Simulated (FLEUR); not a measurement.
# 1 ML Ni on Au(001), 3 substrate layers: from one collinear state to anisotropy, part 2 of 2

One state of 1 ML Ni on Au(001), 3 substrate layers is converged without symmetry. Force theorems then give its anisotropy.

FLEUR MaX-R8.1; PBE; all-electron FLAPW film, Dirac cores, scalar-relativistic bands.

So far. Step 2 (Reference state): After 62 cycles the largest moment stands at 0.591 μB.

## 5. Spin–orbit coupling, moments along z

Level of this step: PBE; all-electron FLAPW film, Dirac cores, scalar-relativistic bands with spin-orbit coupling (FLEUR).

Spin–orbit coupling ties the spins to the lattice and lets orbital moments form.

A new self-consistent run of the start ferro +, with the moments along z. The k list default-1 (kpts.xml, not shown) is a Γ-centred 30×30×1 mesh.

Contents of inp.xml:

```
<?xml version="1.0" encoding="UTF-8" standalone="no"?>
<fleurInput fleurInputVersion="0.39">
   <comment>
      NiAu3
   </comment>
   <calculationSetup>
      <cutoffs Kmax="3.6" Gmax="10.8" GmaxXC="10.8" numbands="149"/>
      <scfLoop itmax="140" minDistance="0.00002" maxIterBroyd="15" imix="Anderson" alpha="0.03" precondParam="0.0" spinf="2.0" sdNocoIR="T"/>
      <coreElectrons ctail="T" frcor="F" kcrel="0" coretail_lmax="0"/>
      <xcFunctional name="pbe" relativisticCorrections="F"/>
      <magnetism jspins="2"/>
      <soc l_soc="T" theta="0.0" phi="0.0" spav="F"/>
      <expertModes spex="0" secvar="F"/>
      <geometryOptimization l_f="F" forcealpha="1.0" forcemix="BFGS" epsdisp="0.00001" epsforce="0.00001"/>
      <ldaU l_linMix="F" mixParam="0.05" spinf="1.0"/>
   </calculationSetup>
   <cell>
      <bzIntegration valenceElectrons="69.0" mode="hist" fermiSmearingEnergy="0.00183747">
         <kPointListSelection listName="default-1"/>
         <xi:include xmlns:xi="http://www.w3.org/2001/XInclude" href="kpts.xml"> </xi:include>
      </bzIntegration>
      <xi:include xmlns:xi="http://www.w3.org/2001/XInclude" href="sym.xml"> </xi:include>
      <filmLattice scale="1.0" dVac="16.62" dTilda="19.12">
         <bravaisMatrixFilm>
            <row-1>    5.4384900571394548     0.0000000000000000</row-1>
            <row-2>    0.0000000000000000     5.4384900571394548</row-2>
         </bravaisMatrixFilm>
         <vacuumEnergyParameters vacuum="1" spinUp="-.25" spinDown="-.25"/>
         <vacuumEnergyParameters vacuum="2" spinUp="-.25" spinDown="-.25"/>
      </filmLattice>
   </cell>
   <atomSpecies>
      <species name="Gold (Au)" element="Au" atomicNumber="79">
         <mtSphere radius="2.41" gridPoints="797" logIncrement="0.017"/>
         <atomicCutoffs lmax="10" lnonsphr="8"/>
         <electronConfig flipSpins="F">
            <coreConfig>(1s1/2) (2s1/2) (2p1/2) (2p3/2) (3s1/2) (3p1/2) (3p3/2) (4s1/2) (3d3/2) (3d5/2) (4p1/2) (4p3/2) (5s1/2) (4d3/2) (4d5/2) (4f5/2) (4f7/2)</coreConfig>
            <valenceConfig>(5p1/2) (5p3/2) (6s1/2) (5d3/2) (5d5/2)</valenceConfig>
            <stateOccupation state="(6s1/2)" spinUp="0.500000" spinDown="0.500000"/>
         </electronConfig>
         <energyParameters s="6" p="6" d="5" f="5"/>
         <lo type="SCLO" l="1" n="5" eDeriv="0"/>
      </species>
      <species name="Nickel (Ni1.001" element="Ni" atomicNumber="28">
         <mtSphere radius="2.41" gridPoints="797" logIncrement="0.015"/>
         <atomicCutoffs lmax="10" lnonsphr="8"/>
         <electronConfig flipSpins="F">
            <coreConfig>(1s1/2) (2s1/2) (2p1/2) (2p3/2)</coreConfig>
            <valenceConfig>(3s1/2) (3p1/2) (3p3/2) (4s1/2) (3d3/2) (3d5/2)</valenceConfig>
            <stateOccupation state="(3d3/2)" spinUp="1.6" spinDown="1.6"/>
            <stateOccupation state="(3d5/2)" spinUp="2.9005" spinDown="1.8995"/>
         </electronConfig>
         <energyParameters s="4" p="4" d="3" f="4"/>
         <lo type="SCLO" l="0" n="3" eDeriv="0"/>
         <lo type="SCLO" l="1" n="3" eDeriv="0"/>
      </species>
   </atomSpecies>
   <atomGroups>
      <atomGroup species="Gold (Au)">
         <filmPos label="                   1">.0000000000 .0000000000 -5.4990986060</filmPos>
         <force calculate="T" relaxXYZ="TTT"/>
      </atomGroup>
      <atomGroup species="Gold (Au)">
         <filmPos label="                   2">1.000/2.000 1.000/2.000 -1.6534811921</filmPos>
         <force calculate="T" relaxXYZ="TTT"/>
      </atomGroup>
      <atomGroup species="Gold (Au)">
         <filmPos label="                   3">.0000000000 .0000000000 2.1920984983</filmPos>
         <force calculate="T" relaxXYZ="TTT"/>
      </atomGroup>
      <atomGroup species="Nickel (Ni1.001">
         <filmPos label="                   4">1.000/2.000 1.000/2.000 5.4990986060</filmPos>
         <force calculate="T" relaxXYZ="TTT"/>
      </atomGroup>
   </atomGroups>
   <output dos="F" band="F" slice="F">
      <bandDOS minEnergy="-.5*Htr" maxEnergy="0.5*Htr" sigma="0.015" storeEVData="T"/>
      <plotting iplot="0" polar="F">
         <plot TwoD="T" vec1="  1.0  0.0  0.0" vec2="  0.0  1.0  0.0" vec3="  0.0  0.0  1.0" zero="  0.0  0.0 -0.5" file="plot"/>
      </plotting>
      <moessbauerParams electricFieldGradient="F" isomerShift="F" coreHyperfine="F" valenceHyperfine="F"/>
   </output>
</fleurInput>
```

Contents of crystal.txt:

```
NiAu3
&input film=T cartesian=F /
2.87792500000  0.00000000000  0.00000000000
0.00000000000  2.87792500000  0.00000000000
0.00000000000  0.00000000000  1.00000000000
1.8897261246
1.0 1.0 1.0

4
79 0.00000000000  0.00000000000  -5.49909860601
79 0.50000000000  0.50000000000  -1.65348119205
79 0.00000000000  0.00000000000  2.19209849833
28 0.50000000000  0.50000000000  5.49909860601 : 1.001

&soc 0.0000000 0.0000000 /
&kpt div1=30 div2=30 div3=1 gamma=T /
```

Launch:

```sh
OMP_NUM_THREADS=1 inpgen -f crystal.txt > inpgen.log  # inp.xml is then edited as shown
OMP_NUM_THREADS=1 mpirun -n 4 fleur_MPI > fleur.log
```

The log of the run:

```text
[banner, memory and clock lines left out]
Welcome to FLEUR        (www.flapw.de)
      MaX-Release 8.1          (www.max-centre.eu)

 ========== k-point set info ==========
 Selected k-point list: default-1
 k-point list type: mesh
 0 x 0 x 0
 Number of k points: 228

 [... set-up left out ...]
 Iteration:     1   Distance:      32.65367719 me/bohr^3
 Iteration:     2   Distance:      23.38162010 me/bohr^3
 Iteration:     3   Distance:      16.03688895 me/bohr^3
 Iteration:     4   Distance:      18.00130136 me/bohr^3
 Iteration:     5   Distance:      10.04085525 me/bohr^3
 Iteration:     6   Distance:       8.51297478 me/bohr^3
 Iteration:     7   Distance:       8.07031869 me/bohr^3
 Iteration:     8   Distance:       7.00045700 me/bohr^3
 Iteration:     9   Distance:       5.71578555 me/bohr^3
 Iteration:    10   Distance:       9.02659528 me/bohr^3
[... 47 iterations left out ...]
 Iteration:    58   Distance:       0.00006163 me/bohr^3
 Iteration:    59   Distance:       0.00009525 me/bohr^3
 Iteration:    60   Distance:       0.00008965 me/bohr^3
 Iteration:    61   Distance:       0.00005265 me/bohr^3
 Iteration:    62   Distance:       0.00004410 me/bohr^3
 Iteration:    63   Distance:       0.00005010 me/bohr^3
 Iteration:    64   Distance:       0.00004310 me/bohr^3
 Iteration:    65   Distance:       0.00002659 me/bohr^3
 Iteration:    66   Distance:       0.00002306 me/bohr^3
 Iteration:    67   Distance:       0.00001195 me/bohr^3

 ********************************************************************
 Run finished successfully
 Stop message:
   all done
 ********************************************************************

--- out.xml (last complete iteration) ---
<iteration numberForCurrentRun="   67" overallNumber="   67">
         [... left out ...]
         <bandgap value="0.0001987401" units="eV"/>
         <sumValenceSingleParticleEnergies value="-76.3247156382" units="Htr"/>
         <FermiEnergy value="-0.1692699184" units="Htr"/>
         [... left out ...]
         <magneticMomentsInMTSpheres units="muBohr">
            <globalMagMoment atomType="1" vec="0.00000   0.00000  -0.00136"/>
            <globalMagMoment atomType="2" vec="0.00000   0.00000  -0.00449"/>
            <globalMagMoment atomType="3" vec="0.00000   0.00000   0.01196"/>
            <globalMagMoment atomType="4" vec="0.00000   0.00000   0.61038"/>
         </magneticMomentsInMTSpheres>
         <orbitalMomentsInMTSpheres units="muBohr">
            <globalMagMoment atomType="1" vec="0.00000   0.00000  -0.00011"/>
            <globalMagMoment atomType="2" vec="0.00000   0.00000  -0.00034"/>
            <globalMagMoment atomType="3" vec="0.00000   0.00000   0.01183"/>
            <globalMagMoment atomType="4" vec="0.00000   0.00000   0.10503"/>
         </orbitalMomentsInMTSpheres>
         [... left out ...]
         <totalEnergy value="   -58664.6633252490" units="Htr">
            <sumOfEigenvalues value="   -36147.4866596765">
               <coreElectrons value="-36071.1619440383"/>
               <valenceElectrons value="-76.3247156382"/>
            </sumOfEigenvalues>
         [... left out ...]
            <freeEnergy value="-58664.6648270827"/>
            <extrapolationTo0K value="-58664.6640761658"/>
         </totalEnergy>
         <densityConvergence units="me/bohr^3">
            <chargeDensity spin="1" distance="0.0000052058"/>
            <chargeDensity spin="2" distance="0.0000079986"/>
            <overallChargeDensity distance="0.0000119481"/>
            <spinDensity distance="0.0000062767"/>
         </densityConvergence>
      </iteration>
```

Run time: 42 min. Hardware: 4 MPI ranks of Intel Xeon 6975P-C (Granite Rapids), shared host; peak memory 1.5 GiB; 2.8 h of CPU time.

Spin moment in the muffin-tin sphere by atom:

```tsv
atom	spin moment in the muffin-tin sphere (μB)
Au1	-0.001
Au2	-0.004
Au3	0.012
Ni4	0.610
```

Read from the output:

* free energy: -1596346.8536 eV
* program's band gap on this mesh (in a metal only a level spacing): 1.99e-4 eV
* magnetization: 0.5798 μB
* final state: ferromagnetic
* orbital moment along the spin: 0.1050 μB

Orbital moment in the sphere, along the spin axis by atom:

```tsv
atom	orbital moment in the sphere, along the spin axis (μB)
Au1	0.000
Au2	0.000
Au3	0.012
Ni4	0.105
```

## 6. Summary of results

```yaml
reference_state: ferromagnetic
largest_sphere_moment: 0.591 μB
easy_direction_of_those_tried: not resolved
energy_along_x_less_z_force_theorem: -0.490 meV a primitive cell
orbital_moment_on_the_atom_of_largest_spin_along_its_spin_spin_orbit_run: 0.105 μB
```

What this shows: The lowest directions differ by less than these runs resolve; shape anisotropy is not included. The difference for the second direction goes from -1.0 meV (mesh 17×17×1, 149 states, 11 min of CPU time) to -0.49 meV (mesh 27×27×1, 149 states, 27 min), so it is not converged. The orbital moment is parallel to the spin, as Hund's third rule has it for a shell over half filled. The state was typed, and no other order was converged beside it, so it need not be the ground state. A substrate of 3 unrelaxed layers is a model; thickness and relaxation can move these numbers.

[Logs and program files are shortened in this print: banners, set-up blocks, solver, clock and traceback lines can be left out without a mark of their own.]

[Logs are printed without paths, hosts, clocks, repeated set-up lines and the standing remarks that a program may print on its own settings, such as how far it seeks lower states.]

[Hosts, paths, dates, database ids (printed as entryN), source tags and the programs' standing remarks are cut or masked in the printed files.]

[Where a cell is said to come from a database of computed structures, the database is the Materials Project.]
